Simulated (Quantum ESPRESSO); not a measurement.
CaSe:

```
CELL_PARAMETERS angstrom
0.00000 2.95600 2.95600
2.95600 0.00000 2.95600
2.95600 2.95600 0.00000
ATOMIC_POSITIONS crystal
Se 0.50000 0.50000 0.50000
Ca 0.00000 0.00000 0.00000
```

Base run:

- Program: Quantum ESPRESSO 7.5
- Functional: LDA
- Potentials or basis: GBRV 1.5 LDA
- Cutoff: 612 eV
- Density cutoff: 4898 eV
- k mesh: 8 × 8 × 8
- Occupations: fermi-dirac, width 0.05 eV
- Spin: no spin polarisation

Its results: band gap on the k mesh 1.87 eV, indirect (least direct gap 2.81 eV); pressure -3.1 GPa.

Question: The run is repeated on the same cell with these changes: functional from LDA to PBEsol; potentials or basis from GBRV 1.5 LDA to GBRV 1.5 PBEsol. What comes out?

Answer: Band gap on the k mesh 1.93 eV, indirect (least direct gap 2.88 eV); pressure -1.1 GPa.
